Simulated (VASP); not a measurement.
GaAs:

```
As Ga
1.0
     0.00000    2.82685    2.82685
     2.82685    0.00000    2.82685
     2.82685    2.82685    0.00000
As Ga
1 1
Direct
  0.75000 0.75000 0.75000
  0.00000 0.00000 0.00000
```

* Program: VASP 6.6.1
* Task: relaxation of cell and atoms
* Functional: PBE
* Potentials or basis: VASP PAW PBE potentials, release 64 (As, Ga_d)
* Cutoff: 600 eV
* k mesh: 8 × 8 × 8
* Occupations: fermi-dirac, width 0.05 eV
* Spin: no spin polarisation

At the start: pressure 3.4 GPa; volume 22.59 Å³/atom.

Problem. How do energy, volume and symmetry change on relaxing?

Solution. Over 3 steps the energy falls by 12.0 meV/atom and the volume is 23.77 Å³/atom (+5.2 %); space group F-43m (No. 216, to 0.05 Å).

The path:
| step | energy change (eV) | largest force (eV/Å) | pressure (GPa) | volume (Å³) |
| --- | --- | --- | --- | --- |
| 1 | 0.0000 | 0.0000 | 3.45 | 45.18 |
| 2 | -0.0210 | 0.0000 | -1.04 | 48.43 |
| 3 | -0.0240 | 0.0000 | 0.00 | 47.53 |

Final structure:
```xyz
2
Lattice="0.0000 2.8751 2.8751 2.8751 0.0000 2.8751 2.8751 2.8751 0.0000" Properties=species:S:1:pos:R:3 pbc="T T T"
As    4.3126    4.3126    4.3126
Ga    0.0000    0.0000    0.0000
```
